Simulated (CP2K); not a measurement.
Crystal: Sr.

```
Sr
1.0
     4.30253    0.00000    0.00000
     2.15127    3.72610    0.00000
     2.15127    1.24203    3.51300
Sr
1
Direct
  0.00000 0.00000 0.00000
```

Base run:

* Program: CP2K 2026.2
* Functional: PBEsol
* Potentials or basis: POTENTIAL_UZH Sr GTH-PBE-q10; TZVP-MOLOPT-PBE-GTH basis
* Density cutoff: 12245 eV
* k mesh: 8 × 8 × 8
* Occupations: fermi-dirac, width 0.05 eV
* Spin: no spin polarisation

Its results: band gap on the k mesh none (metal or under the smearing width); pressure -0.9 GPa.

After a change of settings the same cell gave: band gap on the k mesh none (metal or under the smearing width); pressure 0.2 GPa. Which change was it?
A. functional from PBEsol to optB88-vdW
B. functional from PBEsol to revPBE
C. density cutoff from 12245 eV to 8163 eV; occupations from fermi-dirac, width 0.05 eV to fermi-dirac, width 0.01 eV; cutoff of the grids from 900 Ry to 600 Ry

B.

revPBE binds less tightly than PBEsol, so the same cell stands under more pressure.

Caveats: the potentials were made for another functional, which shifts forces and pressure; the basis of atomic orbitals isn't converged, which shifts pressures, moduli and gaps.

Not every run made on this cell is shown here.
